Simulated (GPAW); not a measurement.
**Al: relaxation of cell and atoms with PBEsol+D3(BJ)+ATM**

Crystal: Al.

```
CELL_PARAMETERS angstrom
2.81246 0.00000 0.00000
-1.40623 2.43566 0.00000
0.00000 0.00000 4.86685
ATOMIC_POSITIONS crystal
Al 0.33333 0.66667 0.25000
Al 0.66667 0.33333 0.75000
```

This isn't the form of Al at room conditions, which is fcc.

```
Program             : GPAW 26.7.0
Task                : relaxation of cell and atoms
Functional          : PBEsol
Dispersion          : D3(BJ)+ATM
Potentials or basis : PAW data sets generated in the run's folder for this functional
Cutoff              : 600 eV
Basis               : pw
k mesh              : 11 × 11 × 6
Occupations         : fermi-dirac, width 0.05 eV
Spin                : no spin polarisation
Maxiter             : 150
Optimizer           : BFGS
Fmax                : 0.02 eV/Å
Max steps           : 60
Convergence         : density=1e-05 forces=0.0001
```

```
Relaxed volume                         : 15.79 Å³/atom
Relaxed cell                           : a = 2.805 Å, b = 2.805 Å, c = 4.636 Å, α = 90.00°, β = 90.00°, γ = 120.00°
Space group after relaxing (to 0.05 Å) : P6_3/mmc (No. 194)
Energy gained by relaxing              : 21.9 meV/atom
Ionic steps                            : 6
Pressure after relaxing                : 0.0 GPa
Band gap on the k mesh                 : none (metal or under the smearing width)
Dispersion energy per atom             : -0.314 eV
```

Step by step:
```
step  energy change (eV)  largest force (eV/Å)  pressure (GPa)  volume (Å³)
   1              0.0000                0.0000           -3.96        33.34
   2             -0.0089                0.0000           -3.38        33.05
   3             -0.0378                0.0000            1.16        31.19
   4             -0.0396                0.0000            1.09        31.21
   5             -0.0435                0.0000           -0.05        31.59
   6             -0.0438                0.0000           -0.04        31.58
```

Final structure:
```yaml
crystal:
  lattice:
    - [2.80466, 0.00000, 0.00000]
    - [-1.40233, 2.42890, 0.00000]
    - [0.00000, 0.00000, 4.63598]
  atoms:
    - { symbol: Al, position: [0.33333, 0.66667, 0.25000] }
    - { symbol: Al, position: [0.66667, 0.33333, 0.75000] }
```

Levels at points of the mesh, in eV from the Fermi level:
| k point | band 1 | band 2 | band 3 | band 4 | band 5 | band 6 |
| --- | --- | --- | --- | --- | --- | --- |
| (0.00, 0.00, 0.00) | -11.46 | -4.86 | -4.61 | 11.12 | 11.12 | 11.36 |
| (0.00, 0.00, 0.50) | -9.75 | -9.75 | 3.28 | 3.28 | 12.23 | 12.23 |

Run time: 36 s on 1 thread of Intel(R) Xeon(R) 6975P-C (Granite Rapids) (shared host), peak memory 0.23 GiB.

Caveat: later steps reuse the first step's grids; pairwise dispersion overbinds metals, which lowers pressure and volume.
